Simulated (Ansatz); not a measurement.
SnO2: how the free axis answers a strain

SnO2, Pbcn, a = 4.732 Å, b = 5.743 Å, c = 5.238 Å. This isn't the usual stable structure of the compound. Ansatz: r2SCAN, PAW, 500 eV, Γ-centred 6×6×6 mesh on 12 atoms, Gaussian smearing 0.02 eV; no spin polarisation. Series: uniaxial strain along c, with a, b and atoms relaxed; x is the strain in per cent. y is the change of a in per cent of 4.732 Å.

```
x (%) y (%)
 -2.0   1.03
 -1.0      ?
  0.0   0.00
  1.0  -0.53
  2.0  -1.04
```

Question: Fit y = c1 x + c2 x² to the other rows, say what c1 measures, and predict the missing y.

Answer: Least squares on the rows shown. y = −0.5187 x − 0.001554 x². So −c1 = 0.519 is Poisson's ratio for this pair of axes, over the isotropic limit of 0.5, which a direction in an anisotropic crystal may pass. Along b the same runs (not shown) give 0.12. At x = -1.0 the fit asked for gives 0.52 %. The run gave 0.51 %, so the fit is 0.01 % too high, within twice the rms miss on the fitted rows (0.006 %).

Cost: 5 runs of about 49 core-minutes in all, on Intel Xeon Processor @ 2.50GHz (Skylake/Cascade Lake) (shared hosts).